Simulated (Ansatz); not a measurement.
Here is an Ansatz 0.2.0 calculation.

Contents of input.yaml:

```yaml
crystal:
  lattice:
    - [0.0, 2.1839935596, 2.1839935596]
    - [2.1839935596, 0.0, 2.1839935596]
    - [2.1839935596, 2.1839935596, 0.0]
  atoms:
    - { symbol: Al, position: [0.0, 0.0, 0.0] }
    - { symbol: "N", position: [0.25, 0.25, 0.25] }
hamiltonian:
  xc: rpbe
  pseudopotentials: { kind: paw }
  dispersion: d3bj
kpoints:
  mp_grid: { grid: [10, 10, 10] }
scf:
  occupations: { method: fermi_dirac, width: 0.05 }
output:
  forces: true
  stress: true
  write_density: true
  write_potential: true
  elf: true
  volumetric_format: npy
relax:
  f_tol: 0.01
  max_steps: 40
  cell: { stress_tol: 0.05 }
```

Potentials or basis: Ansatz PAW.

Launch:

```sh
$ ansatz run input.yaml --threads 2 --pin off --max-ram 5632MiB --backend cpu --events-out ev --progress --plain --runs-dir out
```

Problem. Estimate the relaxed cell.

Solution. a = 3.025 Å, b = 3.025 Å, c = 3.025 Å, α = 60.00°, β = 60.00°, γ = 60.00°.

Problem. Estimate the relaxed volume.

Solution. 9.79 Å³/atom.

Problem. Estimate the band gap on the k mesh.

Solution. 3.40 eV, indirect (least direct gap 4.76 eV).

Problem. Estimate the space group after relaxing (to 0.05 Å).

Solution. F-43m (No. 216).

Final structure:
```
Al N
1.0
     0.00000    2.13914    2.13914
     2.13914    0.00000    2.13914
     2.13914    2.13914    0.00000
Al N
1 1
Direct
  0.00000 0.00000 0.00000
  0.25000 0.25000 0.25000
```

Caveat: the plane-wave basis is chosen anew once the cell has moved, so the energies of steps on either side of that aren't comparable; the pressure holds a Pulay correction of +0.5 GPa for the finite cutoff; the PAW data sets come from PBE, with cores solved anew for the run's functional, which leaves a small shift of forces and pressure. RPBE gaps usually lie below the measured ones, often by a third to a half.
